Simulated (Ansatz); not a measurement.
Au:

```
CELL_PARAMETERS angstrom
0.00000 2.03500 2.03500
2.03500 0.00000 2.03500
2.03500 2.03500 0.00000
ATOMIC_POSITIONS crystal
Au 0.00000 0.00000 0.00000
```

* Program: Ansatz 0.2.0
* Task: relaxation of cell and atoms
* Functional: BLYP
* Potentials or basis: Ansatz PAW
* Cutoff: 420 eV (not typed: the program's choice for these potentials)
* k mesh: 11 × 11 × 11
* Occupations: fermi-dirac, width 0.05 eV
* Spin: no spin polarisation

At the start: volume 16.85 Å³/atom.

Question: How do energy, volume and symmetry change on relaxing?

Answer: It ends after 5 steps and the volume is 19.41 Å³/atom (+15.2 %); space group Fm-3m (No. 225, to 0.05 Å).

Step by step:
| step | energy change (eV) | largest force (eV/Å) | volume (Å³) |
| --- | --- | --- | --- |
| 1 | 0.0000 | 0.0000 | 16.85 |
| 2 | -0.1513 | 0.0000 | 19.44 |
| 3 | -0.1514 | 0.0000 | 19.42 |
| 4 | -0.1514 | 0.0000 | 19.41 |
| 5 | -0.1522 | 0.0000 | 19.41 |

Final structure:
```
Au
1.0
     0.00000    2.13302    2.13302
     2.13302    0.00000    2.13302
     2.13302    2.13302    0.00000
Au
1
Cartesian
  0.0000 0.0000 0.0000
```

Caveat: the volume moved by over 15 % at a fixed basis, so the end points are rough; the plane-wave basis is chosen anew once the cell has moved, so the energies of steps on either side of that aren't comparable; the volume moved by +15 % from the deposited cell, more than functionals usually miss; the PAW data sets come from PBE, with cores solved anew for the run's functional, which leaves a small shift of forces and pressure.
